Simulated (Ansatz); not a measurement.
GaN (started from an entry of an open crystallographic database), 2 atoms and 18 valence electrons in a cell of about 19 Å³, was run 9 times in the PAW code Ansatz, each time on 2 threads of Arm Neoverse V2 (shared host).

```tsv
run	k mesh	irreducible k	cutoff (eV)	plane waves	bands	SCF iterations	wall time	peak host memory (GiB)
G0W0, PBE, 30 empty bands, 80 eV	6×6×6	16	420	339	13	6	5.4 s	0.27
G0W0, PBE, 70 empty bands, 140 eV	6×6×6	16	420	339	13	6	?	?
G0W0, PBE, 129 empty bands, 210 eV	6×6×6	16	420	339	13	6	34 s	0.35
G0W0, HSE06, 70 empty bands, 140 eV	6×6×6	16	420	339	13	12	29 s	0.69
G0W0, LDA, 70 empty bands, 140 eV	6×6×6	16	420	339	13	6	12 s	0.3
G0W0, r2SCAN, 70 empty bands, 140 eV	6×6×6	16	500	531	13	8	13 s	0.34
G0W0, PBE, 70 empty bands, 140 eV, plasmon pole	6×6×6	16	420	339	13	6	?	?
G0W0, PBE, 30 empty bands, 80 eV	8×8×8	29	420	339	13	6	?	?
G0W0, PBE, 70 empty bands, 140 eV, norm-conserving	6×6×6	16	1240	1837	13	7	?	?
```

(1) Estimate the missing times and memories.

## Answers

(1)
```tsv
run	wall time	peak host memory (GiB)
G0W0, PBE, 70 empty bands, 140 eV, norm-conserving	33 s	0.32
G0W0, PBE, 70 empty bands, 140 eV	12 s	0.29
G0W0, PBE, 70 empty bands, 140 eV, plasmon pole	12 s	0.34
G0W0, PBE, 30 empty bands, 80 eV	24 s	0.29
```

With a shallow d shell on the cation, G0W0 converges slowly in bands and cutoff, so these values are in doubt.
